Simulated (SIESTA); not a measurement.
Crystal: AlN.

```xyz
2
Lattice="0.0000 2.1840 2.1840 2.1840 0.0000 2.1840 2.1840 2.1840 0.0000" Properties=species:S:1:pos:R:3 pbc="T T T"
Al    0.0000    0.0000    0.0000
N     1.0920    1.0920    1.0920
```

Measurements of this composition are mostly on another form, of space group No. 186.

Base run:

* Program: SIESTA 5.4.2
* Functional: PBE
* Potentials or basis: PseudoDojo 0.4 standard (PBE files)
* Basis: DZP (energy shift 0.003 Ry)
* Grid cutoff: 800 Ry
* Energy shift: 0.003 Ry
* k mesh: 10 × 10 × 10
* Occupations: fermi-dirac, width 0.05 eV
* Spin: no spin polarisation

Its results: band gap on the k mesh 3.26 eV, indirect (least direct gap 4.36 eV); pressure 6.2 GPa.

Question: After a change of settings the same cell gave: band gap on the k mesh 3.21 eV, indirect (least direct gap 4.35 eV); pressure 4.7 GPa. Which change was it?
A. functional from PBE to vdW-DF-cx
B. basis from DZP (energy shift 0.003 Ry) to SZ (energy shift 0.002 Ry; radii capped at 9.5 bohr); energy shift from 0.003 Ry to 0.002 Ry
C. functional from PBE to AM05; potentials or basis from PseudoDojo 0.4 standard (PBE files) to PseudoDojo 0.4 standard (PBEsol files)
D. functional from PBE to PBEsol; potentials or basis from PseudoDojo 0.4 standard (PBE files) to PseudoDojo 0.4 standard (PBEsol files)

Answer: A.

Caveats: the basis of atomic orbitals isn't converged, which shifts pressures, moduli and gaps; the potentials were made for another functional, which shifts forces and pressure (some runs).

Not every run made on this cell is shown here.
